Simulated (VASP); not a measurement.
A run of VASP 6.6.1:

Contents of INCAR:

```
SYSTEM = MnS
ALGO = Normal
EDIFF = 1E-7
ENCUT = 500
ISIF = 2
ISMEAR = 0
ISPIN = 2
LASPH = .TRUE.
LCHARG = .FALSE.
LMAXMIX = 4
LORBIT = 11
LREAL = .FALSE.
LWAVE = .FALSE.
MAGMOM = 4 0
NELM = 120
PREC = Accurate
SIGMA = 0.02
```

The input KPOINTS:

```
k-points
0
G
  9 9 9
  0 0 0
```

Contents of POSCAR:

```
MnS
1.0
    0.0000000000      2.4734634191      2.4734634191
    2.4734634191      0.0000000000      2.4734634191
    2.4734634191      2.4734634191      0.0000000000
Mn S
1 1
Cartesian
    0.0000000000      0.0000000000      0.0000000000
    3.7101951286      3.7101951286      3.7101951286
```

Potentials or basis: VASP PAW LDA potentials, release 64 (Mn, S).

Run with:

```sh
$ cat potpaw_LDA.64/Mn/POTCAR potpaw_LDA.64/S/POTCAR > POTCAR
$ mpirun -np 1 vasp_std > vasp.out
```

Hardware: 1 thread of Intel(R) Xeon(R) 6975P-C (Granite Rapids) (shared host).

Task: Estimate the wall time of this run.

Result: It took 25 s on 1 thread of Intel(R) Xeon(R) 6975P-C (Granite Rapids), on a shared host, peak memory 0.15 GiB. Counts: scf iterations 25, k points 35.
